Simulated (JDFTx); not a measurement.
# BAs under changes of volume

One of the cells (13.626 Å³/atom); the others are scaled copies at fixed shape and fractional positions:

```
As B
1.0
     0.00000    2.38850    2.38850
     2.38850    0.00000    2.38850
     2.38850    2.38850    0.00000
As B
1 1
Direct
  0.75000 0.75000 0.75000
  0.00000 0.00000 0.00000
```

```yaml
Program: JDFTx 1.7.0 (patched build)
Functional: LDA
Potentials_or_basis: PseudoDojo-SR-LDA-0.4.1-standard
Cutoff: 1088 eV
Density_cutoff: 8708 eV
k_mesh: 10 × 10 × 10
Occupations: fermi-dirac, width 0.05 eV
Spin: no spin polarisation
```

```tsv
volume (Å³/atom)	energy over the lowest point (meV/atom)	pressure (GPa)	gap on the mesh (eV)
12.809	6.58	5.0	1.09
13.081	0.55	1.6	1.11
13.354	0.00	-1.4	1.12
13.626	4.39	-4.2	1.14
13.899	13.20	-6.6	1.16
14.171	?	?	?
14.444	42.46	-10.9	1.19
```

What does the run at 14.171 Å³/atom give?

Energy over the lowest point 26.03 meV/atom; pressure -8.9 GPa; gap on the mesh 1.17 eV.

Worked out: A Birch-Murnaghan fit of order 3 (a polynomial in V^(-2/3)) to the other rows has its minimum at 13.25 Å³/atom with B0 = V·E''(V) = 147 GPa and B' = 4.1. It gives 26.01 meV/atom at 14.171 Å³/atom, against the run's 26.03, and -dE/dV = -8.6 GPa, against -8.9. A straight line through the other rows of the gap, of slope 0.835 eV per unit of ln V, gives 1.17 eV, against the run's 1.17.

Energies are extrapolated to zero smearing.

A mesh can miss the band edges. Spin-orbit coupling on As is left out.
